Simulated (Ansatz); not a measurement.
# HfO2: computed properties

All numbers below come from Ansatz 0.2.0, DFT PBE, scalar-relativistic, plane waves, PAW.

Plane waves to 420 eV, a k mesh through Γ of 6×6×8 on the computed 6-atom cell and Gaussian smearing (0.02 eV); no spin polarisation.

The structure is relaxed at this level of theory with its symmetry kept. This rutile-type form isn't the usual stable structure of the compound.

```cif
data_structure
_symmetry_space_group_name_H-M 'P4_2/mnm'
_symmetry_Int_Tables_number 136
_cell_length_a 4.8804
_cell_length_b 4.8804
_cell_length_c 3.2377
_cell_angle_alpha 90.000
_cell_angle_beta 90.000
_cell_angle_gamma 90.000
_cell_volume 77.12
loop_
_atom_site_label
_atom_site_type_symbol
_atom_site_symmetry_multiplicity
_atom_site_Wyckoff_symbol
_atom_site_fract_x
_atom_site_fract_y
_atom_site_fract_z
_atom_site_occupancy
Hf1 Hf 2 a 0.00000 0.00000 0.00000 1
O1 O 4 f 0.19482 0.80518 0.50000 1
```

| Item | Value |
| --- | --- |
| Space group | P4_2/mnm (No. 136) |
| Volume per atom | 86.7 bohr³ |
| Formation energy from the elements' standard states (uncorrected) | -3.435 eV/atom |
| Kohn–Sham band gap | 3.90 eV, direct at Γ |
| Löwdin character of the top 1 eV of the valence band | O 2p 95 % |
| Löwdin character of the lowest 1 eV of the conduction band | Hf 5d 85 %, O 2p 10 % |
| Electron masses at the edge by Cartesian direction of the standard setting (m_e; degenerate bands sorted by energy; no spin-orbit coupling) | x: 0.82; y: 0.82; z: 0.63 |
| Hole masses at the edge by Cartesian direction of the standard setting (m_e; degenerate bands sorted by energy; no spin-orbit coupling) | x: 2.0; y: 2.0; z: 2.6 |
| Bulk modulus | 202 GPa |
| Its pressure derivative | 4.5 |
| Electronic dielectric constant xx, yy, zz of the standard setting (independent particles) | 4.7, 4.7, 5.2 |
| Bader charges (e) | Hf (2 in the cell) 2.66, O (4 in the cell) -1.33 |

Spin-orbit coupling is left out, which matters for the bands of heavy elements.